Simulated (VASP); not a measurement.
AgBr: band structure with PBE

Crystal: AgBr.

```
Ag Br
1.0
     0.00000    2.83633    2.83633
     2.83633    0.00000    2.83633
     2.83633    2.83633    0.00000
Ag Br
1 1
Direct
  0.00000 0.00000 0.00000
  0.50000 0.50000 0.50000
```

```yaml
Program: VASP 6.6.1
Task: band structure
Functional: PBE
Potentials_or_basis: VASP PAW PBE potentials, release 64 (Ag, Br)
Cutoff: 520 eV
k_mesh: 6 × 6 × 6
Occupations: gaussian, width 0.03 eV
Spin: spin-orbit coupling, no magnetisation
Further_INCAR_settings: ALGO = Fast; EDIFF = 1e-06; NBANDS = 30
```

```
Pressure                                              : 4.2 GPa
Valence electrons inside the program's atomic spheres : Ag 9.76; Br 4.85
```

It took 3.4 min on 1 thread of Intel(R) Xeon(R) 6975P-C (Granite Rapids) (shared host), peak memory 0.31 GiB.
